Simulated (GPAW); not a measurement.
Ag2O:

```
Ag O
1.0
     4.71800    0.00000    0.00000
     0.00000    4.71800    0.00000
     0.00000    0.00000    4.71800
Ag O
4 2
Direct
  0.75000 0.25000 0.75000
  0.75000 0.75000 0.25000
  0.25000 0.75000 0.75000
  0.25000 0.25000 0.25000
  0.50000 0.50000 0.50000
  0.00000 0.00000 0.00000
```

* Program: GPAW 26.7.0
* Task: relaxation of cell and atoms
* Functional: revPBE
* Potentials or basis: the program's PAW data sets (release 1.2.1) made for this functional
* Cutoff: 800 eV
* Basis: pw
* k mesh: 5 × 5 × 5
* Occupations: fermi-dirac, width 0.05 eV
* Spin: no spin polarisation

At the start: pressure 7.8 GPa; volume 17.50 Å³/atom.

Q: How do energy, volume and symmetry change on relaxing?

A: Over 4 steps the energy falls by 40.5 meV/atom and the volume is 19.29 Å³/atom (+10.2 %); space group Pn-3m (No. 224, to 0.05 Å).

Step by step:
```csv
step,energy change (eV),largest force (eV/Å),pressure (GPa),volume (Å³)
1,0.0000,0.0000,7.79,105.02
2,-0.0302,0.0000,7.20,105.66
3,-0.2390,0.0000,0.80,114.48
4,-0.2429,0.0000,0.11,115.74
```

Final structure:
```
Ag O
1.0
     4.87331    0.00000    0.00000
     0.00000    4.87331    0.00000
     0.00000    0.00000    4.87331
Ag O
4 2
Direct
  0.75000 0.25000 0.75000
  0.75000 0.75000 0.25000
  0.25000 0.75000 0.75000
  0.25000 0.25000 0.25000
  0.50000 0.50000 0.50000
  0.00000 0.00000 0.00000
```

Caveat: later steps reuse the first step's grids.
